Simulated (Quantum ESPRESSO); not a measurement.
**AlNi: Hubbard U from linear response under several settings**

```
Ni Al
1.0
     2.88100    0.00000    0.00000
     0.00000    2.88100    0.00000
     0.00000    0.00000    2.88100
Ni Al
1 1
Direct
  0.50000 0.50000 0.50000
  0.00000 0.00000 0.00000
```

All runs used Quantum ESPRESSO 7.5; potentials GBRV 1.5 PBEsol; k mesh 6 × 6 × 6; given cell; collinear spin, ferromagnetic start; cutoff 612 eV; occupations fermi-dirac, width 0.05 eV.

```tsv
level	projectors	U typed (eV)	q mesh	with V	state	U computed (eV)
PBEsol+U	ortho-atomic	4.0	1 × 1 × 1	no	metal	Ni 9.1
PBEsol+U	ortho-atomic	0.0	2 × 2 × 2	no	metal	Ni 9.4
PBEsol+U	ortho-atomic	0.0	3 × 3 × 3	no	metal	?
```

Q: What stands in the row left open?

A: U computed Ni 9.5 eV.

Caveats: all runs use coarse meshes; the U is typed as a test and isn't derived for this compound; the computed U isn't converged in cell size (some runs).

For the row left open. Caveat: the k mesh is coarse (spacing up to 0.36 Å⁻¹), so the values aren't converged; the U is typed as a test and isn't derived for this compound.
